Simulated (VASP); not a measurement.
# GaN (P6_3mc) in VASP: further runs, part 2 of 2

VASP 6.6.1. The steps go on from the part before.

### 3 Band structure, r2SCAN+rVV10

The input, INCAR:

```
  ALGO = Normal
  BPARAM = 11.95
  CPARAM = 0.0093
  EDIFF = 1E-6
  ENCUT = 520
  ICORELEVEL = 1
  ISIF = 2
  ISMEAR = 0
  IVDW_NL = 2
  LASPH = True
  LCHARG = False
  LMIXTAU = True
  LREAL = False
  LUSE_VDW = True
  LWAVE = False
  METAGGA = R2SCAN
  NBANDS = 26
  NELM = 80
  PREC = Accurate
  SIGMA = 0.03
```

The input, KPOINTS:

```
k-points
0
Gamma
  12 12 5
```

The input, POSCAR:

```
GaN                                     
1.0
    3.1818178305      0.0000000000      0.0000000000
   -1.5909089152      2.7555350673      0.0000000000
    0.0000000000      0.0000000000      5.1840529220
  Ga              N             
     2     2
Direct
     0.3333333300000021    0.6666666699999979    0.9991949577077464
     0.6666666699999979    0.3333333300000021    0.4991949577077464
     0.3333333300000021    0.6666666699999979    0.3758050422922536
     0.6666666699999979    0.3333333300000021    0.8758050422922536
```

The input, KPOINTS_OPT:

```
explicit points
186
Reciprocal
 0.0000000000  0.0000000000  0.0000000000 1
 0.0263157895  0.0000000000  0.0000000000 1
 0.0526315789  0.0000000000  0.0000000000 1
 0.0789473684  0.0000000000  0.0000000000 1
 0.1052631579  0.0000000000  0.0000000000 1
 0.1315789474  0.0000000000  0.0000000000 1
[... 178 lines left out ...]
 0.5000000000  0.0000000000  0.5000000000 1
 0.5000000000  0.0000000000  0.0000000000 1
```

Potentials or basis: VASP PAW PBE potentials, release 64 (Ga_d, N).

Started as:

```bash
> cat potpaw_PBE.64/Ga_d/POTCAR potpaw_PBE.64/N/POTCAR > POTCAR
> mpirun -np 1 vasp_std > vasp.out
```

Wall time 6.1 min (1 thread of Intel Xeon Platinum 8488C (Sapphire Rapids), shared host); peak memory 0.3 GiB.

The run converged. Its results:

```
Free energy             : -42.8306 eV
Pressure                : -0.1 GPa
Band gap on the k mesh  : 2.31 eV, direct
Band gap along the path : 2.31 eV, direct
```

Forces on the atoms (eV/Å):
```
Ga   0.000  0.000  0.002
Ga   0.000  0.000  0.002
N    0.000  0.000 -0.002
N    0.000  0.000 -0.002
```

Stress tensor (GPa, compression positive):
```
 0.00  0.00  0.00
 0.00  0.00  0.00
 0.00  0.00 -0.19
```

Levels at the corners of the path, in eV from the valence-band top:
```tsv
point	band 15	band 16	band 17	band 18	band 19	band 20	band 21	band 22
Γ	-1.07	-0.04	0.00	0.00	2.31	4.80	9.91	10.58
M	-4.32	-2.84	-2.26	-1.03	5.54	6.10	6.50	9.34
M	-4.32	-2.84	-2.26	-1.03	5.54	6.10	6.50	9.34
K	-5.44	-3.06	-3.06	-2.82	5.53	8.52	8.52	9.02
K	-5.44	-3.06	-3.06	-2.82	5.53	8.52	8.52	9.02
Γ	-1.07	-0.04	0.00	0.00	2.31	4.80	9.91	10.58
Γ	-1.07	-0.04	0.00	0.00	2.31	4.80	9.91	10.58
A	-0.55	-0.55	-0.55	-0.55	4.74	4.74	9.15	9.15
A	-0.55	-0.55	-0.55	-0.55	4.74	4.74	9.15	9.15
L	-2.01	-2.01	-1.96	-1.96	4.85	4.85	8.40	8.40
L	-2.01	-2.01	-1.96	-1.96	4.85	4.85	8.40	8.40
H	-4.32	-4.32	-1.53	-1.53	6.99	6.99	7.82	7.82
H	-4.32	-4.32	-1.53	-1.53	6.99	6.99	7.82	7.82
A	-0.55	-0.55	-0.55	-0.55	4.74	4.74	9.15	9.15
L	-2.01	-2.01	-1.96	-1.96	4.85	4.85	8.40	8.40
M	-4.32	-2.84	-2.26	-1.03	5.54	6.10	6.50	9.34
K	-5.44	-3.06	-3.06	-2.82	5.53	8.52	8.52	9.02
H	-4.32	-4.32	-1.53	-1.53	6.99	6.99	7.82	7.82
```

Core levels (eV, on the scale of the bands):
```
atom                                                    levels
1 Ga  1s -10283.8, 2s -1272.4, 2p -1110.2, 3s -145.8, 3p -95.8
2 Ga  1s -10283.8, 2s -1272.4, 2p -1110.2, 3s -145.8, 3p -95.8
 3 N                                                 1s -381.2
 4 N                                                 1s -381.2
```

Caveat: the PAW data sets were made with another functional, which shifts forces and pressure a little.

### 4 Band structure, PBE+D3(BJ)

This run uses another cell than the first one, of 11.52 Å³/atom, 1.015 times its volume.

The input, INCAR:

```
PREC = Accurate
ENCUT = 520
EDIFF = 1E-6
ISMEAR = 0
SIGMA = 0.03
LREAL = F
LASPH = T
NELM = 80
ALGO = Normal
ISIF = 2
LWAVE = F
LCHARG = F
GGA = PE
IVDW = 12
NBANDS = 26
ICORELEVEL = 1
```

The input, KPOINTS:

```
regular mesh
0
Gamma
  12 12 5
```

The input, POSCAR:

```
GaN                                     
1.0
    3.1956733340      0.0000000000      0.0000000000
   -1.5978366670      2.7675342854      0.0000000000
    0.0000000000      0.0000000000      5.2089487058
  Ga              N             
     2     2
Direct
     0.3333333300000021    0.6666666699999979    0.9992111708641076
     0.6666666699999979    0.3333333300000021    0.4992111708641076
     0.3333333300000021    0.6666666699999979    0.3757888291358924
     0.6666666699999979    0.3333333300000021    0.8757888291358924
```

The input, KPOINTS_OPT:

```
explicit points
141
Reciprocal
 0.0000000000  0.0000000000  0.0000000000 1
 0.0357142857  0.0000000000  0.0000000000 1
 0.0714285714  0.0000000000  0.0000000000 1
 0.1071428571  0.0000000000  0.0000000000 1
 0.1428571429  0.0000000000  0.0000000000 1
 0.1785714286  0.0000000000  0.0000000000 1
[... 133 lines left out ...]
 0.5000000000  0.0000000000  0.5000000000 1
 0.5000000000  0.0000000000  0.0000000000 1
```

Started as:

```bash
> cat potpaw_PBE.64/Ga_d/POTCAR potpaw_PBE.64/N/POTCAR > POTCAR
> mpirun -np 1 vasp_std > vasp.out
```

Wall time 2.3 min (1 thread of Intel Xeon Platinum 8488C (Sapphire Rapids), shared host); peak memory 0.24 GiB.

The run converged. Its results:

```yaml
Free_energy: -25.3235 eV
Pressure: 0.2 GPa
Band_gap_on_the_k_mesh: 1.85 eV, direct
Band_gap_along_the_path: 1.85 eV, direct
Dispersion_energy_per_atom: -0.252 eV
```

Levels at the corners of the path, in eV from the valence-band top:
```
point  band 16  band 17  band 18  band 19  band 20  band 21
    Γ    -0.04     0.00     0.00     1.85     4.21     9.14
    M    -2.71    -2.18    -0.99     5.05     5.50     6.02
    M    -2.71    -2.18    -0.99     5.05     5.50     6.02
    K    -2.94    -2.94    -2.69     5.17     7.71     7.71
    K    -2.94    -2.94    -2.69     5.17     7.71     7.71
    Γ    -0.04     0.00     0.00     1.85     4.21     9.14
    Γ    -0.04     0.00     0.00     1.85     4.21     9.14
    A    -0.52    -0.52    -0.52     4.19     4.19     8.42
    A    -0.52    -0.52    -0.52     4.19     4.19     8.42
    L    -1.92    -1.88    -1.88     4.37     4.37     7.71
    L    -1.92    -1.88    -1.88     4.37     4.37     7.71
    H    -4.14    -1.46    -1.46     6.35     6.35     7.30
    H    -4.14    -1.46    -1.46     6.35     6.35     7.30
    A    -0.52    -0.52    -0.52     4.19     4.19     8.42
    L    -1.92    -1.88    -1.88     4.37     4.37     7.71
    M    -2.71    -2.18    -0.99     5.05     5.50     6.02
    K    -2.94    -2.94    -2.69     5.17     7.71     7.71
    H    -4.14    -1.46    -1.46     6.35     6.35     7.30
```

Core levels (eV, on the scale of the bands):
```
atom                                                    levels
1 Ga  1s -10217.1, 2s -1250.5, 2p -1086.9, 3s -136.8, 3p -87.5
2 Ga  1s -10217.1, 2s -1250.5, 2p -1086.9, 3s -136.8, 3p -87.5
 3 N                                                 1s -370.1
 4 N                                                 1s -370.1
```

### 5 Band structure, rev-vdW-DF2

This run uses another cell than the first one, of 11.57 Å³/atom, 1.019 times its volume.

The input, INCAR:

```
SYSTEM = GaN
PREC = Accurate
ENCUT = 520
EDIFF = 1E-6
ISMEAR = 0
SIGMA = 0.03
LREAL = .FALSE.
LASPH = .TRUE.
NELM = 80
ALGO = Normal
ISIF = 2
LWAVE = .FALSE.
LCHARG = .FALSE.
GGA = MK
LUSE_VDW = .TRUE.
AGGAC = 0.0
PARAM1 = 0.1234
PARAM2 = 0.711357
ZAB_VDW = -1.8867
NBANDS = 26
ICORELEVEL = 1
```

The input, KPOINTS:

```
Automatic mesh
0
G
  12 12 5
  0 0 0
```

The input, POSCAR:

```
GaN                                     
1.0
    3.1992671222      0.0000000000      0.0000000000
   -1.5996335611      2.7706465972      0.0000000000
    0.0000000000      0.0000000000      5.2196618136
  Ga              N             
     2     2
Direct
     0.3333333300000021    0.6666666699999979    0.9993650714913116
     0.6666666699999979    0.3333333300000021    0.4993650714913116
     0.3333333300000021    0.6666666699999979    0.3756349285086884
     0.6666666699999979    0.3333333300000021    0.8756349285086884
```

The input, KPOINTS_OPT:

```
explicit points
186
Reciprocal
 0.0000000000  0.0000000000  0.0000000000 1
 0.0263157895  0.0000000000  0.0000000000 1
 0.0526315789  0.0000000000  0.0000000000 1
 0.0789473684  0.0000000000  0.0000000000 1
 0.1052631579  0.0000000000  0.0000000000 1
 0.1315789474  0.0000000000  0.0000000000 1
[... 178 lines left out ...]
 0.5000000000  0.0000000000  0.5000000000 1
 0.5000000000  0.0000000000  0.0000000000 1
```

Started as:

```bash
> cat potpaw_PBE.64/Ga_d/POTCAR potpaw_PBE.64/N/POTCAR > POTCAR
> mpirun -np 1 vasp_std > vasp.out
```

It took 2.7 min on 1 thread of Intel Xeon Platinum 8259CL at 2.50GHz (Skylake/Cascade Lake), shared host; peak memory 0.36 GiB.

Results (log left out):

```
Free energy             : -16.3082 eV
Pressure                : 0.2 GPa
Band gap on the k mesh  : 1.80 eV, direct
Band gap along the path : 1.80 eV, direct
```

Levels at the corners of the path, in eV from the valence-band top:
| point | band 16 | band 17 | band 18 | band 19 | band 20 | band 21 |
| --- | --- | --- | --- | --- | --- | --- |
| Γ | -0.05 | 0.00 | 0.00 | 1.80 | 4.14 | 9.05 |
| M | -2.69 | -2.17 | -0.98 | 4.99 | 5.44 | 5.95 |
| M | -2.69 | -2.17 | -0.98 | 4.99 | 5.44 | 5.95 |
| K | -2.93 | -2.93 | -2.68 | 5.11 | 7.60 | 7.60 |
| K | -2.93 | -2.93 | -2.68 | 5.11 | 7.60 | 7.60 |
| Γ | -0.05 | 0.00 | 0.00 | 1.80 | 4.14 | 9.05 |
| Γ | -0.05 | 0.00 | 0.00 | 1.80 | 4.14 | 9.05 |
| A | -0.52 | -0.52 | -0.52 | 4.13 | 4.13 | 8.35 |
| A | -0.52 | -0.52 | -0.52 | 4.13 | 4.13 | 8.35 |
| L | -1.91 | -1.88 | -1.88 | 4.32 | 4.32 | 7.62 |
| L | -1.91 | -1.88 | -1.88 | 4.32 | 4.32 | 7.62 |
| H | -4.13 | -1.46 | -1.46 | 6.28 | 6.28 | 7.24 |
| H | -4.13 | -1.46 | -1.46 | 6.28 | 6.28 | 7.24 |
| A | -0.52 | -0.52 | -0.52 | 4.13 | 4.13 | 8.35 |
| L | -1.91 | -1.88 | -1.88 | 4.32 | 4.32 | 7.62 |
| M | -2.69 | -2.17 | -0.98 | 4.99 | 5.44 | 5.95 |
| K | -2.93 | -2.93 | -2.68 | 5.11 | 7.60 | 7.60 |
| H | -4.13 | -1.46 | -1.46 | 6.28 | 6.28 | 7.24 |

Core levels (eV, on the scale of the bands):
```csv
atom,levels
1 Ga,"1s -10216.9, 2s -1250.3, 2p -1086.8, 3s -136.6, 3p -87.4"
2 Ga,"1s -10216.9, 2s -1250.3, 2p -1086.8, 3s -136.6, 3p -87.4"
3 N,1s -369.8
4 N,1s -369.8
```

Caveat: the PAW data sets were made with another functional, which shifts forces and pressure a little.

### 6 Summary

| level | cell | gap on the mesh (eV) | pressure (GPa) |
| --- | --- | --- | --- |
| PBEsol | P6_3mc, 11.35 Å³/atom | 1.90 | 0.2 |
| r2SCAN+rVV10 | P6_3mc, 11.36 Å³/atom | 2.31 | -0.1 |
| PBE+D3(BJ) | P6_3mc, 11.52 Å³/atom | 1.85 | 0.2 |
| rev-vdW-DF2 | P6_3mc, 11.57 Å³/atom | 1.80 | 0.2 |

Alike in all rows: task band structure; potentials or basis VASP PAW PBE potentials, release 64 (Ga_d, N); no spin polarisation; k mesh 12 × 12 × 5; cutoff (eV) 520; smearing gaussian 0.03 eV.

On the cell as given the gap runs from 1.80 eV (rev-vdW-DF2) to 2.31 eV (r2SCAN+rVV10).

Caveats: the PAW data sets were made with another functional, which shifts forces and pressure a little (some runs).

Absolute energies hang on the potentials; compare differences alone.

### 7 How close it comes

Step 2. A measured gap of GaN is 3.503 eV (direct; quoted in “Studying electronic properties in GaN without electrical contacts using γ-γ vs e−-γ Perturbed Angular Correlations”, 2019, pmc:6823545); the calculated 1.91 eV misses it by -1.60 eV. Spin-orbit coupling on Ga is left out. The value is that of PBEsol, without temperature or zero-point motion. Semilocal functionals fall short of measured gaps as a rule.

Step 3. Against the measured gap of GaN, 3.503 eV (direct; quoted in “Studying electronic properties in GaN without electrical contacts using γ-γ vs e−-γ Perturbed Angular Correlations”, 2019, pmc:6823545), the calculated 2.31 eV is off by -1.19 eV. Spin-orbit coupling on Ga is left out. The value is that of r2SCAN+rVV10, without temperature or zero-point motion.

Step 4. Against the measured gap of GaN, 3.503 eV (direct; quoted in “Studying electronic properties in GaN without electrical contacts using γ-γ vs e−-γ Perturbed Angular Correlations”, 2019, pmc:6823545), the calculated 1.85 eV is off by -1.65 eV. Spin-orbit coupling on Ga is left out. The value is that of PBE+D3(BJ), without temperature or zero-point motion. Semilocal functionals fall short of measured gaps as a rule.

Step 5. Against the measured gap of GaN, 3.503 eV (direct; quoted in “Studying electronic properties in GaN without electrical contacts using γ-γ vs e−-γ Perturbed Angular Correlations”, 2019, pmc:6823545), the calculated 1.80 eV is off by -1.70 eV. Spin-orbit coupling on Ga is left out. The value is that of rev-vdW-DF2, without temperature or zero-point motion.
